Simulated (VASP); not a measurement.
Wanted: the native input for a VASP 6.6.1 run.

| Item | Value |
| --- | --- |
| Task | single point |
| Functional | PBE |
| Potentials or basis | VASP PAW PBE potentials, release 64 (W_sv) |
| Cutoff | 520 eV |
| k mesh | 12 × 12 × 12 |
| Occupations | gaussian, width 0.011 eV |
| Spin | no spin polarisation |
| Further INCAR settings | ALGO = Normal; EDIFF = 1e-07 |

The structure of W lies in POSCAR:

```
W
1.0
   -1.5823450000      1.5823450000      1.5823450000
    1.5823450000     -1.5823450000      1.5823450000
    1.5823450000      1.5823450000     -1.5823450000
W
1
Direct
    0.0000000000      0.0000000000      0.0000000000
```

The input as run:

INCAR

```
SYSTEM = W
ALGO     = Normal         ! electronic algorithm
EDIFF    = 1E-7           ! SCF threshold, eV
ENCUT    = 520            ! plane-wave cutoff, eV
GGA      = PE             ! functional
ISIF     = 2              ! what is computed and relaxed
ISMEAR   = 0              ! smearing method
LASPH    = .TRUE.         ! aspherical terms in the spheres
LCHARG   = .FALSE.        ! write CHGCAR
LREAL    = .FALSE.        ! projectors in reciprocal space
LWAVE    = .FALSE.        ! write WAVECAR
NELM     = 60             ! most SCF steps
PREC     = Accurate       ! precision mode
SIGMA    = 0.011          ! smearing width, eV
```

KPOINTS

```
k-points
0
G
  12 12 12
  0 0 0
```

Potentials or basis: VASP PAW PBE potentials, release 64 (W_sv).

The run is started by

```console
$ cat potpaw_PBE.64/W_sv/POTCAR > POTCAR
$ mpirun -np 1 vasp_std > vasp.out
```

Results of the run:

The pressure is 6.7 GPa and the band gap on the k mesh is none (metal or under the smearing width).

It took 4.2 s on 1 thread of Intel(R) Xeon(R) 6975P-C (Granite Rapids) (shared host), peak memory 0.13 GiB.
